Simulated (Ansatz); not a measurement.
CdTe: equation of state with r2SCAN0

CdTe:

```xyz
2
Lattice="0.0000 3.2050 3.2050 3.2050 0.0000 3.2050 3.2050 3.2050 0.0000" Properties=species:S:1:pos:R:3 pbc="T T T"
Te    4.8075    4.8075    4.8075
Cd    0.0000    0.0000    0.0000
```

```yaml
Program: Ansatz 0.2.0
Task: equation of state
Functional: r2SCAN0
Potentials_or_basis: Ansatz PAW
Cutoff: 500 eV
Density_cutoff: 2000 eV
k_mesh: 4 × 4 × 4
Occupations: fermi-dirac, width 0.05 eV
Spin: no spin polarisation
```

```yaml
Equilibrium_volume: "34.94 Å³/atom (rough: see the caveat)"
Bulk_modulus: 42 GPa (rough)
```

Energy against volume, from the lowest point:
| volume (Å³/atom) | energy (meV/atom) |
| --- | --- |
| 30.947 | 76.19 |
| 31.605 | 51.04 |
| 32.263 | 31.60 |
| 32.922 | 17.32 |
| 33.580 | 7.57 |
| 34.239 | 1.90 |
| 34.897 | 0.00 |

All runs of the series together: 2.5 min on 2 threads of Arm Neoverse V1 (shared host).

Caveat: the k mesh is coarse (spacing up to 0.42 Å⁻¹), so the values aren't converged, least of all with exact exchange; the minimum lies outside the volumes run; the PAW data sets were made with another functional, which shifts forces and pressure a little. Spin-orbit coupling is left out, which matters for the levels of Te.
